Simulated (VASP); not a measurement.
Crystal: As.

```
CELL_PARAMETERS angstrom
3.76159 2.17176 7.02812
-3.76159 2.17176 7.02812
0.00000 -4.34351 7.02812
ATOMIC_POSITIONS crystal
As 0.11300 0.11300 0.11300
As 0.11300 0.11300 0.61300
As 0.11300 0.61300 0.11300
As 0.11300 0.61300 0.61300
As 0.61300 0.11300 0.11300
As 0.61300 0.11300 0.61300
As 0.61300 0.61300 0.11300
As 0.61300 0.61300 0.61300
As 0.38700 0.38700 0.38700
As 0.38700 0.38700 0.88700
As 0.38700 0.88700 0.38700
As 0.38700 0.88700 0.88700
As 0.88700 0.38700 0.38700
As 0.88700 0.38700 0.88700
As 0.88700 0.88700 0.38700
As 0.88700 0.88700 0.88700
```

```yaml
Program: VASP 6.6.1
Task: phonon dispersion
Functional: LDA
Potentials_or_basis: VASP PAW LDA potentials, release 64 (As)
Cutoff: 520 eV
k_mesh: 3 × 3 × 3
Occupations: gaussian, width 0.02 eV
Spin: no spin polarisation
Long-range_dipole_term: no
Supercell_matrix: "[2, 0, 0, 0, 2, 0, 0, 0, 2]"
Further_INCAR_settings: LREAL = Auto; ALGO = Normal; EDIFF = 1e-07; IBRION = 6; POTIM = 0.015; NSW = 1
```

Task: Is this structure dynamically stable at this level, and how far does the spectrum reach?

Result: Probably: the only imaginary values, down to 13i cm⁻¹ near q = (0.05, 0.00, -0.05), are small enough to come from the interpolation. The highest frequency is 256 cm⁻¹.

Phonon frequencies at the corners of the path (cm⁻¹, interpolated; i marks imaginary ones):
| point | frequencies |
| --- | --- |
| Γ | 0 0 0 188 188 256 |
| L | 93 100 115 211 213 238 |
| B1 | 71 103 113 200 204 213 |
| B | 71 103 113 200 204 213 |
| Z | 62 62 68 228 228 253 |
| X | 78 99 122 202 202 210 |
| Q | 78 99 122 202 202 210 |
| F | 73 79 110 180 194 220 |
| P1 | 69 80 115 195 200 227 |
| P | 69 80 115 195 200 227 |

A q mesh this small can miss soft modes between its points.

Caveat: some modes are imaginary.
